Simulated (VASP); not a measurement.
# Si in VASP: one cell, several levels of theory

What does VASP give for Si (diamond), under -2.0 % biaxial strain in x and y, free along z, the cell held fixed? Runs: PBE, r2SCAN. The results are then set beside those of Ansatz 0.2.0 for the same cell.

Program: VASP 6.6.1. PAW datasets, plane waves. The values are computed, spin-unpolarised, and not measurements.

### Step 1. The structure to begin with

The cell comes from an earlier relaxation with r2SCAN in another program, then strained, with the atoms relaxed again.

Space group I4_1/amd (No. 141), tetragonal; a = 3.773 Å, c = 5.524 Å in the conventional setting, 19.66 Å³ an atom. Around Si lie 4 Si at 2.34 Å.

Coordinates:

Space group I4_1/amd:1 (No. 141). a = 3.773 Å, b = 3.773 Å, c = 5.524 Å, α = 90.00°, β = 90.00°, γ = 90.00°
| atom | site | symmetry | x | y | z |
| --- | --- | --- | --- | --- | --- |
| Si | 4a | -4m2 | 0.0000 | 0.0000 | 0.0000 |

### Step 2. Single point with PBE

The input, INCAR:

```
ENCUT = 520.000000
SIGMA = 0.020000
EDIFF = 1.00e-07
GGA = PE
PREC = Accurate
IBRION = -1
ISIF = 2
ISMEAR = -1
NBANDS = 11
NELM = 120
NSW = 0
LASPH = .TRUE.
LCHARG = .FALSE.
LWAVE = .FALSE.
LREAL = .FALSE.
```

The input, KPOINTS:

```
KPOINTS created by Atomic Simulation Environment
0
Gamma
8 8 8
0 0 0
```

The input, KPOINTS_OPT:

```
special points
7
Reciprocal
0.0000000000 0.0000000000 0.0000000000 1
0.5000000000 0.0000000000 0.5000000000 1
0.6250000000 0.2500000000 0.6250000000 1
0.3750000000 0.3750000000 0.7500000000 1
0.5000000000 0.5000000000 0.5000000000 1
0.5000000000 0.2500000000 0.7500000000 1
0.0000000000 0.4218750000 0.4218750000 1
```

The input, POSCAR:

```
Si
 1.0000000000000000
     0.0000000000000000    2.6676765176999999    2.7620476182000000
     2.6676765176999999    0.0000000000000000    2.7620476182000000
     2.6676765176999999    2.6676765176999999    0.0000000000000000
 Si
   2
Cartesian
  0.0000000000000000  0.0000000000000000  0.0000000000000000
  1.3338382588500000  1.3338382588500000  1.3810238091000000
```

Potentials: the recommended PBE PAW datasets, 8 valence electrons in the neutral cell.

Command:

```
$ mpirun -np 1 vasp_std
```

Standard output, without the iteration lines:

```text
POSCAR found type information on POSCAR Si
 POSCAR found :  1 types and       2 ions
 LDA part: xc-table for (Slater+PW92), standard interpolation
 POSCAR, INCAR and KPOINTS ok, starting setup
 FFT: planning ... GRIDC
 FFT: planning ... GRID_SOFT
 FFT: planning ... GRID
 WAVECAR not read
 entering main loop
 Start KPOINTS_OPT (optional k-point list driver)
k-point batch [1-7\7]
```

OSZICAR:

```text
N       E                     dE             d eps       ncg     rms          rms(c)
DAV:   1     0.641623423354E+01    0.64162E+01   -0.31304E+03  1298   0.563E+02
DAV:   2    -0.104649692274E+02   -0.16881E+02   -0.15993E+02  1796   0.841E+01
DAV:   3    -0.110055144447E+02   -0.54055E+00   -0.53866E+00  1632   0.124E+01
DAV:   4    -0.110096098317E+02   -0.40954E-02   -0.40950E-02  1556   0.141E+00
DAV:   5    -0.110096487092E+02   -0.38878E-04   -0.38877E-04  1619   0.125E-01    0.500E+00
DAV:   6    -0.108764841800E+02    0.13316E+00   -0.77163E-02  1475   0.114E+00    0.305E+00
DAV:   7    -0.108165225264E+02    0.59962E-01   -0.14613E-01  1503   0.168E+00    0.201E-01
DAV:   8    -0.108177632902E+02   -0.12408E-02   -0.62448E-03  1481   0.430E-01    0.825E-02
DAV:   9    -0.108179595452E+02   -0.19626E-03   -0.18674E-04  1607   0.849E-02    0.610E-02
DAV:  10    -0.108179846144E+02   -0.25069E-04   -0.21407E-05  1544   0.268E-02    0.613E-03
DAV:  11    -0.108179851027E+02   -0.48829E-06   -0.20998E-06  1561   0.753E-03    0.339E-03
DAV:  12    -0.108179852275E+02   -0.12476E-06   -0.42436E-07  1491   0.411E-03    0.228E-03
DAV:  13    -0.108179852730E+02   -0.45516E-07   -0.48876E-09   937   0.469E-04
   1 F= -.10817985E+02 E0= -.10817985E+02  d E =-.244454E-06
       N       E                     dE             ncg
DAV:   1     0.634775754617E+03   -0.16860E+04      154
DAV:   2     0.523539059656E+03   -0.11124E+03      186
DAV:   3     0.520248239346E+03   -0.32908E+01      227
DAV:   4     0.520220532833E+03   -0.27707E-01      184
DAV:   5     0.520220327680E+03   -0.20515E-03      211
DAV:   6     0.520220325410E+03   -0.22709E-05      190
DAV:   7     0.520220325377E+03   -0.32815E-07      224
```

The lines after F= are the extra pass for the points of KPOINTS_OPT, at fixed density; their E is not a total energy.

OUTCAR, selected sections:

```text
k-points           NKPTS =     59   k-points in BZ     NKDIM =     59   number of bands    NBANDS=     11

   NELECT =       8.0000    total number of electrons

   dimension x,y,z NGX =    30 NGY =   30 NGZ =   28
   dimension x,y,z NGXF=    60 NGYF=   60 NGZF=   56

  energy-cutoff  :      520.00
  volume of cell :       39.31
      direct lattice vectors                 reciprocal lattice vectors
     0.000000000  2.667676518  2.762047618    -0.187429022  0.187429022  0.181025119
     2.667676518  0.000000000  2.762047618     0.187429022 -0.187429022  0.181025119
     2.667676518  2.667676518  0.000000000     0.187429022  0.187429022 -0.181025119

 k-points in reciprocal lattice and weights: KPOINTS created by Atomic Simulation Env
   0.00000000  0.00000000  0.00000000       0.002
   0.12500000  0.00000000  0.00000000       0.016
   0.25000000  0.00000000  0.00000000       0.016
   0.37500000  0.00000000  0.00000000       0.016
   0.50000000  0.00000000  0.00000000       0.008
   0.12500000  0.12500000  0.00000000       0.004
   0.25000000  0.12500000  0.00000000       0.016
   0.37500000  0.12500000  0.00000000       0.016
[... 51 more k-points ...]

 E-fermi :   6.2945

 k-point     1 :       0.0000    0.0000    0.0000
  band No.  band energies     occupation
      1      -6.0685      2.00000
      2       5.8456      2.00000
      3       6.1036      1.99986
      4       6.1036      1.99986
      5       8.5536      0.00000
      6       8.5536      0.00000
      7       8.6768      0.00000
      8       9.5851      0.00000
      9      13.4164      0.00000
     10      14.0506      0.00000
     11      14.0695      0.00000

 k-point     2 :       0.1250    0.0000    0.0000
  band No.  band energies     occupation
      1      -5.8609      2.00000
      2       4.4083      2.00000
      3       5.6278      2.00000
      4       5.8254      2.00000
      5       8.5475      0.00000
      6       8.9940      0.00000
      7       9.0752      0.00000
      8      10.8864      0.00000
      9      13.0012      0.00000
     10      13.5122      0.00000
     11      14.8473      0.00000

 k-point     3 :       0.2500    0.0000    0.0000
  band No.  band energies     occupation
      1      -5.2550      2.00000
      2       2.0584      2.00000
      3       5.1142      2.00000
      4       5.3809      2.00000
      5       8.0783      0.00000
      6       9.5117      0.00000
      7       9.5877      0.00000
      8      12.9714      0.00000
      9      13.2527      0.00000
     10      13.3018      0.00000
     11      15.1065      0.00000

 k-point     4 :       0.3750    0.0000    0.0000
  band No.  band energies     occupation
      1      -4.3435      2.00000
      2       0.0081      2.00000
      3       4.7556      2.00000
      4       5.0790      2.00000
      5       7.7034      0.00000
      6       9.3884      0.00000
      7       9.5914      0.00000
      8      13.9519      0.00000
      9      14.5506      0.00000
     10      14.6793      0.00000
     11      15.9284      0.00000

 k-point     5 :       0.5000    0.0000    0.0000
  band No.  band energies     occupation
      1      -3.6882      2.00000
      2      -1.0364      2.00000
      3       4.6318      2.00000
      4       4.9773      2.00000
      5       7.5698      0.00000
      6       9.2677      0.00000
      7       9.4872      0.00000
      8      13.7817      0.00000
      9      16.4306      0.00000
     10      16.7763      0.00000
     11      17.2583      0.00000

 k-point     6 :       0.1250    0.1250    0.0000
  band No.  band energies     occupation
      1      -5.8022      2.00000
      2       4.5394      2.00000
      3       5.2998      2.00000
      4       5.2998      2.00000
      5       8.1587      0.00000
      6       9.7089      0.00000
      7       9.7089      0.00000
      8      10.5856      0.00000
      9      12.1531      0.00000
     10      14.3625      0.00000
     11      15.0828      0.00000

 k-point     7 :       0.2500    0.1250    0.0000
  band No.  band energies     occupation
      1      -5.3360      2.00000
      2       2.7548      2.00000
      3       4.7001      2.00000
      4       4.8044      2.00000
      5       8.3334      0.00000
      6       9.7457      0.00000
      7      10.5295      0.00000
      8      10.6991      0.00000
      9      13.4424      0.00000
     10      14.3962      0.00000
     11      16.1362      0.00000

 k-point     8 :       0.3750    0.1250    0.0000
  band No.  band energies     occupation
      1      -4.5132      2.00000
      2       0.7040      2.00000
      3       4.0179      2.00000
      4       4.5605      2.00000
      5       8.4382      0.00000
      6       9.4925      0.00000
      7      10.6157      0.00000
      8      11.6952      0.00000
      9      15.3139      0.00000
     10      15.4268      0.00000
     11      15.9666      0.00000

 k-point     9 :       0.5000    0.1250    0.0000
  band No.  band energies     occupation
      1      -3.6212      2.00000
      2      -0.7972      2.00000
      3       3.5400      2.00000
      4       4.6076      2.00000
      5       8.4246      0.00000
      6       9.3143      0.00000
      7      10.2530      0.00000
      8      13.6960      0.00000
      9      15.0917      0.00000
     10      16.4217      0.00000
     11      17.4896      0.00000

 k-point    10 :      -0.3750    0.1250    0.0000
  band No.  band energies     occupation
      1      -3.8362      2.00000
      2      -0.4618      2.00000
      3       3.3636      2.00000
      4       4.9168      2.00000
      5       8.5967      0.00000
      6       9.4517      0.00000
      7       9.9885      0.00000
      8      13.9290      0.00000
      9      14.0941      0.00000
     10      15.2842      0.00000
     11      17.4892      0.00000

 k-point    11 :      -0.2500    0.1250    0.0000
  band No.  band energies     occupation
      1      -4.7776      2.00000
      2       1.3167      2.00000
      3       3.5400      2.00000
      4       5.4032      2.00000
      5       8.9066      0.00000
      6       9.7392      0.00000
      7       9.7632      0.00000
      8      12.2856      0.00000
      9      12.5494      0.00000
     10      15.7194      0.00000
     11      16.4995      0.00000

[... the tables of k-points 12 to 59 left out ...]

  Total        1.2152876      1.2152876      0.3410221      0.0000000      0.0000000      0.0000000
  in kB       49.5292952     49.5292952     13.8984245      0.0000000      0.0000000      0.0000000
  external PRESSURE =      37.6523383 kB  Pullay stress =       0.0000000 kB

 POSITION                                       TOTAL-FORCE (eV/Angst)
 -----------------------------------------------------------------------------------
      0.00000      0.00000      0.00000         0.000000      0.000000      0.000000
      1.33384      1.33384      1.38102        -0.000000     -0.000000      0.000000
 -----------------------------------------------------------------------------------
    total drift:                               -0.000000     -0.000000     -0.000000

  FREE ENERGIE OF THE ION-ELECTRON SYSTEM (eV)
  ---------------------------------------------------
  free  energy   TOTEN  =       -10.8179852730 eV

  energy  without entropy=      -10.8179850285  energy(sigma->0) =      -10.81798515
```

Hardware: 1 MPI rank of Intel Xeon Platinum 8488C, shared host.

The levels at the points of KPOINTS_OPT are read from vasprun.xml.

Band energies at the special points (eV, zero at the top of v, the last band that the electrons fill by count):

| point | v−1 | v | c | c+1 |
| --- | --- | --- | --- | --- |
| Γ | 0.00 | 0.00 | 2.45 | 2.45 |
| X | -3.07 | -3.07 | 0.50 | 0.50 |
| U | -4.46 | -2.64 | 1.00 | 3.91 |
| K | -4.48 | -2.36 | 1.29 | 4.36 |
| L | -1.47 | -1.13 | 1.47 | 3.16 |
| W | -4.01 | -4.01 | 4.28 | 4.28 |

Gap with PBE: 0.35 eV, valence top at Γ, conduction bottom at (0.00, 0.42, 0.42). Least direct gap: 2.45 eV. The pressure is 3.77 GPa; the forces vanish within 0.01 eV/Å.

[end of part 1 of 2]
